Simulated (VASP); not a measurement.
## BN: single point with PBE

BN:

```xyz
2
Lattice="0.0000 1.8130 1.8130 1.8130 0.0000 1.8130 1.8130 1.8130 0.0000" Properties=species:S:1:pos:R:3 pbc="T T T"
N     0.9065    0.9065    0.9065
B     0.0000    0.0000    0.0000
```

The cell is a database's computed one.

| Property | Result |
| --- | --- |
| Program | VASP 6.6.1 |
| Task | single point |
| Functional | PBE |
| Potentials or basis | VASP PAW PBE potentials, release 64 (N, B) |
| Cutoff | 520 eV |
| k mesh | 13 × 13 × 13 |
| Occupations | gaussian, width 0.014 eV |
| Spin | no spin polarisation |
| Further INCAR settings | ALGO = Normal; EDIFF = 1e-07 |

| Property | Result |
| --- | --- |
| Pressure | -0.2 GPa |
| Band gap on the k mesh | 4.52 eV, indirect (least direct gap 8.78 eV) |

Levels at points of the mesh, in eV from the valence-band top:
| k point | band 2 | band 3 | band 4 | band 5 | band 6 | band 7 |
| --- | --- | --- | --- | --- | --- | --- |
| (0.00, 0.00, 0.00) | 0.00 | 0.00 | 0.00 | 8.78 | 8.78 | 8.78 |

Wall time 5.1 s on 1 thread of Intel(R) Xeon(R) 6975P-C (Granite Rapids) (shared host), peak memory 0.12 GiB.

The gap isn't set beside the measured one, since this odd mesh misses points on the zone boundary.

Caveat: an odd mesh through Γ misses points on the zone boundary, where band edges often lie.
